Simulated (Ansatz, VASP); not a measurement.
GaP: VASP beside Ansatz

The input INCAR:

```
PREC = Accurate
ENCUT = 520
EDIFF = 1E-6
ISMEAR = 0
SIGMA = 0.05
LREAL = False
LASPH = True
NELM = 100
ALGO = Normal
ISIF = 2
LWAVE = False
LCHARG = False
GGA = PS
NBANDS = 16
```

File KPOINTS:

```
regular mesh
0
Gamma
  10 10 10
```

The input POSCAR:

```
GaP
1.0
    0.0000000000      2.5523787317      2.6923826283
    2.6923826283      0.0000000000      2.6923826283
    2.6923826283      2.5523787317      0.0000000000
Ga P
1 1
Direct
    0.0000000000      0.0000000000      0.0000000000
    0.7500000000      0.7500000000      0.7500000000
```

Input for Ansatz:

```yaml
crystal:
  lattice:
    - [0.0, 2.5523787317, 2.6923826283]
    - [2.6923826283, 0.0, 2.6923826283]
    - [2.6923826283, 2.5523787317, 0.0]
  atoms:
    - { symbol: Ga, position: [0.0, 0.0, 0.0] }
    - { symbol: P, position: [0.75, 0.75, 0.75] }
basis:
  ecutwfc: 420
kpoints:
  mp_grid: { grid: [10, 10, 10] }
hamiltonian:
  xc: pbesol
  pseudopotentials: { kind: paw, azcp: { folder: soft_1 } }
scf:
  occupations: { method: gaussian, width: 0.05 }
output:
  forces: true
  stress: true
  eigenvalues: true
```

Alike in both runs: task single point; functional PBEsol; k mesh 10 × 10 × 10; occupations gaussian, width 0.05 eV; no spin polarisation.

|  | VASP | Ansatz |
| --- | --- | --- |
| version | VASP 6.6.1 | Ansatz 0.2.0 |
| potentials or method | VASP PAW PBE potentials, release 64 (Ga_d, P) | scalar-relativistic, plane waves, PAW |
| plane-wave cutoff (eV) | 520 | 420 |
| valence electrons in the cell | 18 | 18 |

Ansatz gave:

```
gap on the k mesh at the Fermi level (eV)       : 0.79
least direct gap on the mesh (eV)               : 2.28
pressure (GPa)                                  : 8.4
largest component of the traceless stress (GPa) : 2.32
```

Estimate VASP's values.

gap on the k mesh at the Fermi level (eV): 0.79; least direct gap on the mesh (eV): 2.29; pressure (GPa): 8.3; largest component of the traceless stress (GPa): 2.34.

Ansatz warned: «pseudo_functional_mismatch».

Caveats: the PAW data sets were made with another functional, which shifts forces and pressure a little (VASP). A k mesh can miss the band edges.
